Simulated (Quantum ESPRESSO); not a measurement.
Runs of Quantum ESPRESSO 7.5 on Fe. The structure is cubic, space group Im-3m (No. 229). Conventional cell: a = 2.886 Å, b = 2.886 Å, c = 2.886 Å, α = 90.00°, β = 90.00°, γ = 90.00°. Fe (site symmetry m-3m) has 8 Fe at 2.50 Å as nearest neighbours. 

| level | potentials or basis | form of the LDA correlation | gap on the mesh (eV) | pressure (GPa) | moment (μB) |
| --- | --- | --- | --- | --- | --- |
| LDA | GBRV 1.5 LDA | PZ81 | none | 0.1 | 2.07 |
| PBEsol | GBRV 1.5 PBEsol | - | none | 0.1 | 2.07 |
| PBE | GBRV 1.5 PBE | - | none | 0.0 | 2.14 |
| revPBE | GBRV 1.5 PBE | - | none | 0.0 | (a) |
| BLYP | GBRV 1.5 PBE | - | none | 0.0 | 2.45 |
| AM05 | GBRV 1.5 PBE | - | none | 0.1 | 2.07 |

Alike in all rows: task phonons; spin collinear, ferromagnetic start; cell relaxed; k mesh 9 × 9 × 9; cutoff (eV) 762; smearing cold 0.2 eV.

Task: Estimate the missing entries.

Result: (a) 2.33.

Caveats: the mesh is thin for the phonons of a metal; the q point doesn't lie on the k mesh, which can shift a metal's frequencies strongly unless the mesh is converged; some modes are imaginary (some runs); the potentials were made for another functional, which shifts forces and pressure (some runs).

A gap of «none» marks a metal or a gap under the smearing width.
